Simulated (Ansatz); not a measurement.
# PbSe under changes of volume

One of the cells (29.413 Å³/atom); the others are scaled copies at fixed shape and fractional positions:

```xyz
4
Lattice="2.1549 -6.1339 0.0000 2.1549 6.1339 0.0000 0.0000 0.0000 4.4505" Properties=species:S:1:pos:R:3 pbc="T T T"
Pb    2.1549    1.6164    1.1126
Pb    2.1549   -1.6164    3.3379
Se    2.1549    4.4323    1.1126
Se    2.1549   -4.4323    3.3379
```

Measurements of this composition are mostly on another form, of space group No. 225.

```yaml
Program: Ansatz 0.2.0
Functional: PBE
Potentials_or_basis: Ansatz PAW
Cutoff: "420 eV (not typed: the program's choice for these potentials)"
k_mesh: 7 × 7 × 6
Occupations: fermi-dirac, width 0.05 eV
Spin: no spin polarisation
```

| volume (Å³/atom) | energy over the lowest point (meV/atom) | pressure (GPa) | gap on the mesh (eV) | largest force (eV/Å) |
| --- | --- | --- | --- | --- |
| 27.648 | 31.30 | 4.5 | 0.93 | 0.435 |
| 28.237 | 17.19 | 3.2 | 0.96 | 0.309 |
| 28.825 | 7.56 | 2.1 | 0.99 | 0.207 |
| 29.413 | 1.97 | 1.0 | 1.02 | 0.128 |
| 30.001 | 0.00 | 0.1 | 1.03 | 0.055 |
| 30.590 | 1.29 | -0.8 | 1.04 | 0.112 |
| 31.178 | ? | ? | ? | ? |

Question: What does the run at 31.178 Å³/atom give?

Answer: Energy over the lowest point 5.51 meV/atom; pressure -1.5 GPa; gap on the mesh 1.05 eV; largest force 0.200 eV/Å.

Worked out: A Birch-Murnaghan fit of order 3 (a polynomial in V^(-2/3)) to the other rows has its minimum at 30.05 Å³/atom with B0 = V·E''(V) = 45 GPa and B' = 4.3 at fixed shape and positions, which overstates the stiffness. It gives 5.53 meV/atom at 31.178 Å³/atom, against the run's 5.51, and -dE/dV = -1.5 GPa, against -1.5. A parabola through the other rows of the gap, of slope 0.111 eV per unit of ln V there, extrapolates to 1.05 eV, against the run's 1.05.

Energies are extrapolated to zero smearing.

Caveats: odd divisions of the mesh miss points on the zone boundary, where band edges often lie, so the gap on the mesh can be too wide; spin-orbit coupling is left out, which as a rule narrows the gap of such compounds by several tenths of an eV.

A mesh can miss the band edges.
